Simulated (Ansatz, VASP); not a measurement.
**SiC: VASP beside Ansatz**

```
Si C
1.0
     3.09662    0.00000    0.00000
    -1.54831    2.68176    0.00000
     0.00000    0.00000    5.01237
Si C
1 1
Direct
  0.33333 0.66667 0.00000
  0.66667 0.33333 0.00000
```

Alike in both runs: functional PBE; k mesh 12 × 12 × 6; occupations gaussian, width 0.02 eV; no spin polarisation.

Ansatz relaxed the structure, and its values are those at the end. VASP's run is a single point on that final structure, the one shown.

|  | VASP | Ansatz |
| --- | --- | --- |
| version | VASP 6.6.1 | Ansatz 0.2.0 |
| potentials or method | VASP PAW PBE potentials, release 64 (Si, C) | scalar-relativistic, plane waves, PAW |
| plane-wave cutoff (eV) | 520 | 420 |
| valence electrons in the cell | 8 | 8 |

Ansatz gave:

| Quantity | Value |
| --- | --- |
| gap on the k mesh at the Fermi level (eV) | 2.16 |
| least direct gap on the mesh (eV) | 2.38 |
| pressure (GPa) | 0.0 |

Question: Which values does VASP return?

Answer: gap on the k mesh at the Fermi level (eV): 2.15; least direct gap on the mesh (eV): 2.37; pressure (GPa): 0.0.

The functional is the same, so the differences come from potentials, cutoffs and numerics.

Caveats: this functional lacks dispersion, which binds the layers, so the pressure and a relaxed spacing across them are unreliable. Expect the measured gap to be larger: semilocal functionals such as PBE lack the derivative discontinuity. A k mesh can miss the band edges.
